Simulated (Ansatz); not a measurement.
Sn under changes of volume

One of the cells (27.205 Å³/atom); the others are scaled copies at fixed shape and fractional positions:

```
Sn
1.0
    -1.89465    1.89465    1.89465
     1.89465   -1.89465    1.89465
     1.89465    1.89465   -1.89465
Sn
1
Cartesian
  0.0000 0.0000 0.0000
```

This isn't the form of Sn at room conditions, which is tetragonal (white tin).

```yaml
Program: Ansatz 0.2.0
Functional: r2SCAN
Potentials_or_basis: Ansatz PAW
Cutoff: "500 eV (not typed: the program's choice for these potentials)"
k_mesh: 10 × 10 × 10
Occupations: fermi-dirac, width 0.05 eV
Spin: no spin polarisation
```

| volume (Å³/atom) | energy over the lowest point (meV/atom) | pressure (GPa) |
| --- | --- | --- |
| 25.573 | ? | ? |
| 26.117 | 2.29 | 1.3 |
| 26.661 | 0.00 | 0.2 |
| 27.205 | 1.10 | -0.8 |
| 27.749 | 5.27 | -1.6 |
| 28.293 | 12.24 | -2.4 |
| 28.837 | 21.70 | -3.1 |

Question: What does the run at 25.573 Å³/atom give?

Answer: Energy over the lowest point 8.44 meV/atom; pressure 2.5 GPa.

Worked out: A Birch-Murnaghan fit of order 3 (a polynomial in V^(-2/3)) to the other rows has its minimum at 26.75 Å³/atom with B0 = V·E''(V) = 48 GPa and B' = 4.0. It gives 8.35 meV/atom at 25.573 Å³/atom, against the run's 8.44, and -dE/dV = 2.4 GPa, against 2.5.

Energies are extrapolated to zero smearing.

Caveats: the PAW data sets come from PBE, with cores solved anew for the run's functional, which leaves a small shift of forces and pressure.
